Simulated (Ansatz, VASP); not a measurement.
# Sb in VASP and in Ansatz

```
CELL_PARAMETERS angstrom
-1.86719 1.86719 1.86719
1.86719 -1.86719 1.86719
1.86719 1.86719 -1.86719
ATOMIC_POSITIONS crystal
Sb 0.00000 0.00000 0.00000
```

Alike in both runs: task single point; functional LDA; k mesh 16 × 16 × 16; occupations gaussian, width 0.1 eV; no spin polarisation.

|  | VASP | Ansatz |
| --- | --- | --- |
| version | VASP 6.6.1 | Ansatz 0.2.0 |
| potentials or method | VASP PAW LDA potentials, release 64 (Sb) | scalar-relativistic, plane waves, PAW |
| plane-wave cutoff (eV) | 520 | 420 |
| valence electrons in the cell | 5 | 15 |

|  | VASP | Ansatz | Ansatz less VASP |
| --- | --- | --- | --- |
| gap on the k mesh at the Fermi level (eV) | none | none | - |
| pressure (GPa) | -1.4 | -1.4 | -0.09 |

A gap of «none» marks a metal or a gap that the smearing closes. The two sets of potentials don't hold the same shells in valence.

The runs have no spin-orbit coupling, so splittings on Sb are missing.
